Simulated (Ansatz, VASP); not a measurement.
# Cross-check of AgCl between VASP and Ansatz, part 2 of 2

Aim: how closely do two programs agree when they are given the same cell, functional and k mesh? The cell is taken from a series of VASP runs on this material, whose earlier steps may have relaxed, scaled or displaced it; both programs get it as it stands.

VASP 6.6.1 and Ansatz 0.2.0.

So far. Step 4 (Differences): The walks stopped with -0.02 GPa left in Ansatz and 0.03 GPa in VASP; each walk ends within a tolerance, so the volume difference is uncertain by about these residues over the bulk modulus, most in soft cells.

## 5. Ansatz: relaxation of cell and atoms, PBEsol with D3(BJ)

Level of this step: Ansatz beside VASP: Kohn-Sham DFT, plane waves, PBEsol with D3(BJ) (Ansatz).

The relaxed volume is the usual yardstick between codes: its relative difference is about their pressure difference at one cell divided by the bulk modulus. The cell compared in this pair holds 38.76 Å³, against 43.91 Å³ for the pair before.

The cell is taken from a series of VASP runs on this material, whose earlier steps may have relaxed, scaled or displaced it; both programs get it as it stands.

Input file input.yaml:

```yaml
crystal:
  lattice:
    - [0.0, 2.6860954157, 2.6860954157]
    - [2.6860954157, 0.0, 2.6860954157]
    - [2.6860954157, 2.6860954157, 0.0]
  atoms:
    - { symbol: Ag, position: [0.0, 0.0, 0.0] }
    - { symbol: Cl, position: [0.5, 0.5, 0.5] }
hamiltonian:
  xc: pbesol
  pseudopotentials: { kind: paw }
  dispersion: d3bj
kpoints:
  mp_grid: { grid: [6, 6, 6] }
scf:
  occupations: { method: gaussian, width: 0.03 }
relax:
  f_tol: 0.01
  max_steps: 60
  cell: { stress_tol: 0.05 }
output:
  forces: true
  stress: true
```

Command:

```console
$ ansatz run input.yaml --threads 4 --pin off --max-ram 9216MiB --backend cpu --events-out ev --progress --plain --runs-dir out
```

Numbers of over 12 decimals in the logs are rounded to 6 here.

The program printed:

```text
[...]
Crystal: 2 atoms, lattice volume = 38.761 Å³
Basis set: ecut = 420 eV, 749 PW (Γ), exchange–correlation on 54×54×54 points (8 copies of the dense FFT grid, shifted against one another)
Bands: 17, of which v1, the nominal top of the filled ones, is band 13 counted from 1 (12 counted from 0)
Symmetry: 48 space group operations
[...]
k-points: 16 of 216
[...]
-0.001694      -0.000000      -0.000000
       -0.000000      -0.001694      -0.000000
       -0.000000      -0.000000      -0.001694
  P = ⅓ Tr σ = -0.0017 GPa (-0.017 kbar)
--- Relaxed structure (2 steps of the walk, 2 accepted, 1 SCFs on fresh bases) ---
[...]
cell:  # Å, volume = 38.8020 Å³
    - [0, 2.687044, 2.687044]
    - [2.687044, 0, 2.687044]
    - [2.687044, 2.687044, 0]
  atoms:
    - { symbol: Ag, position: [0, 0, 0] }
    - { symbol: Cl, position: [0.5, 0.5, 0.5] }
[key lines of the parts left out:]
SCF converged after 4 iterations
Free energy (F): -8584.404768 eV
Fermi energy:    10.049682 eV
```

The job ended after 0.92 s (4 threads of Arm Neoverse V2, shared host; peak memory 0.3 GiB; 2.2 s of CPU time).

## 6. VASP: relaxation of cell and atoms, PBEsol with D3(BJ)

The same cell, functional, mesh and smearing now go to VASP, with its own data sets and cutoff.

Input file INCAR:

```
SYSTEM = AgCl
PREC = Accurate
ENCUT = 450
EDIFF = 1E-06
NELM = 100
ISMEAR = 0
SIGMA = 0.03
LREAL = .FALSE.
ALGO = Normal
GGA = PS
IVDW = 12
NBANDS = 15
LASPH = .TRUE.
LORBIT = 11
LWAVE = .FALSE.
LCHARG = .FALSE.
KPAR = 4
IBRION = 2
NSW = 50
ISIF = 3
EDIFFG = -0.006
```

Input file POSCAR:

```
AgCl
1.0
    0.0000000000      2.6860954157      2.6860954157
    2.6860954157      0.0000000000      2.6860954157
    2.6860954157      2.6860954157      0.0000000000
Ag Cl
1 1
Direct
    0.0000000000      0.0000000000      0.0000000000
    0.5000000000      0.5000000000      0.5000000000
```

Input file KPOINTS:

```
Automatic mesh
0
Gamma
6 6 6
0 0 0
```

Potentials, in the order of the species: Ag and Cl (PBE family, release 64).

Command:

```console
$ mpirun -np 4 vasp_std
```

The program printed:

```text
[banner, memory and clock lines left out]
running    4 mpi-ranks, on    1 nodes
[...]
|                                                                             |
|               ----> ADVICE to this user running VASP <----                  |
|                                                                             |
|     You enforced a specific xc type in the INCAR file but a different       |
|     [... a line on the potential file left out ...]
|     I HOPE YOU KNOW WHAT YOU ARE DOING!                                     |
|                                                                             |

 LDA part: xc-table for (Slater+PW92), standard interpolation
 POSCAR, INCAR and KPOINTS ok, starting setup
[...]
entering main loop
       N       E                     dE             d eps       ncg     rms          rms(c)
DAV:   1     0.911032795477E+02    0.91103E+02   -0.81235E+03   496   0.976E+02
DAV:   2    -0.310088520759E+01   -0.94204E+02   -0.87920E+02   578   0.223E+02
DAV:   3    -0.618429342746E+01   -0.30834E+01   -0.30779E+01   592   0.429E+01
DAV:   4    -0.620557418206E+01   -0.21281E-01   -0.21279E-01   613   0.380E+00
[...]
DAV:  10    -0.604764234312E+01   -0.16192E-04   -0.20360E-05   572   0.469E-02    0.157E-02
DAV:  11    -0.604764716644E+01   -0.48233E-05   -0.41113E-06   571   0.178E-02    0.460E-03
DAV:  12    -0.604764711980E+01    0.46643E-07   -0.19831E-07   359   0.434E-03
   1 F= -.66611557E+01 E0= -.66611557E+01  d E =-.666116E+01
[...]
reached required accuracy - stopping structural energy minimisation
```

Parts of OUTCAR (step 6):

```text
 Edisp (eV)   -0.61351

  Total      -0.00499    -0.00499    -0.00499     0.00000     0.00000    -0.00000
  in kB      -0.20632    -0.20632    -0.20632     0.00000     0.00000    -0.00000
  external pressure =       -0.21 kB  Pullay stress =        0.00 kB

 POSITION                                       TOTAL-FORCE (eV/Angst)
 -----------------------------------------------------------------------------------
      0.00000      0.00000      0.00000         0.000000     -0.000000     -0.000000
      2.68610      2.68610      2.68610         0.000000      0.000000      0.000000
 -----------------------------------------------------------------------------------
    total drift:                                0.000000      0.000000      0.000000

  FREE ENERGIE OF THE ION-ELECTRON SYSTEM (eV)
  ---------------------------------------------------
  free  energy   TOTEN  =        -6.6611556955 eV

  energy  without entropy=       -6.6611556955  energy(sigma->0) =       -6.66115570

[... 2 parts as in an earlier step ...]

[... 2 further parts left out ...]
[key lines of the parts left out:]
E-fermi :   5.1523
```

## 7. Comparison

What differs besides the data sets and the points named for the pairs above, as far as they apply: Ansatz makes its cores anew for this functional, VASP keeps those of its PBE data sets. Total energies have different zeros and are not compared.

The two programs side by side:

```
                                         quantity  Ansatz   VASP  difference
                                      volume (Å³)   38.80  38.76     +0.11 %
edge a after relaxation, in the typed setting (Å)   3.800  3.799     +0.04 %
```

The walks stopped with 0.00 GPa left in Ansatz and -0.02 GPa in VASP; each walk ends within a tolerance, so the volume difference is uncertain by about these residues over the bulk modulus, most in soft cells.

## 8. Outcome

```json
{
  "difference in volume (relaxation of cell and atoms, PBE)": "0.42 %",
  "difference in volume (relaxation of cell and atoms, PBEsol with D3(BJ))": "0.11 %"
}
```

**Reading.** The difference in volume is 0.42 % (relaxation of cell and atoms, PBE), within the 1.2 % picked in this series as the mark of a large difference, as far as the stopping tolerances let one tell. How closely two codes agree says nothing of how well the functional describes the real material.

[Lines on the potential files, build, host, timing and source positions are cut from VASP's logs without a mark.]

[Logs are printed without paths, hosts, clocks, repeated set-up lines and the standing remarks that a program may print on its own settings, such as how far it seeks lower states.]

[Hosts, paths, dates, database ids (printed as entryN), source tags and the programs' standing remarks are cut or masked in the printed files.]
